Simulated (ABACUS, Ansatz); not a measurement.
## SnSe: energy against volume and a worked fit

```cif
data_structure
_symmetry_space_group_name_H-M 'Fm-3m'
_symmetry_Int_Tables_number 225
_cell_length_a 6.0200
_cell_length_b 6.0200
_cell_length_c 6.0200
_cell_angle_alpha 90.000
_cell_angle_beta 90.000
_cell_angle_gamma 90.000
_cell_volume 218.17
loop_
_atom_site_label
_atom_site_type_symbol
_atom_site_symmetry_multiplicity
_atom_site_Wyckoff_symbol
_atom_site_fract_x
_atom_site_fract_y
_atom_site_fract_z
_atom_site_occupancy
Sn1 Sn 4 a 0.00000 0.00000 0.00000 1
Se1 Se 4 b 0.50000 0.00000 0.00000 1
```

Measurements of this composition are mostly on another form, of space group No. 62.

The cell was scaled at fixed shape and fractions and run with Ansatz, PseudoDojo stringent, cutoff 1415 eV; PBEsol, k mesh 8 × 8 × 8 on the cell of 2 atoms, fermi-dirac occupations of 0.05 eV, no spin polarisation, no spin-orbit coupling. The potentials were made for PBE. Energies are those that the program minimises, any entropy of the smearing included.

```csv
V (Å³/atom),energy over the lowest row (meV/atom)
25.6346,3.01
26.1801,0.00
26.7255,1.04
27.2709,5.72
27.8163,?
28.3617,24.50
28.9072,37.95
```

Fit the third-order Birch-Murnaghan form, give V0, B0 and B′, and predict the energy left open.

With y = (V0/V)^(2/3), E = E0 + (9 V0 B0/16) [(y - 1)³ B′ + (y - 1)² (6 - 4y)]. Least squares through the rows shown give V0 = 26.3039 Å³/atom, E0 = -0.11 meV, B0 = 56.03 GPa (1 eV/Å³ = 160.218 GPa) and B′ = 4.36, with a largest miss of 0.01 meV. At V = 27.8163 the form with these constants gives 13.65 meV; the run gave 13.66 meV an atom. Other set-ups at this level, from all their volumes (Å³/atom, GPa): ABACUS, PseudoDojo NC SR 0.4.1 PBEsol standard, plane waves: V0 26.288, B0 56.31; Ansatz, Ansatz PAW (made for PBE): V0 26.270, B0 56.24; Ansatz, PseudoDojo standard (made for PBE): V0 26.246, B0 56.35; Ansatz, Ansatz PAW (files of its older set among them) (made for PBE): V0 26.270, B0 56.19.
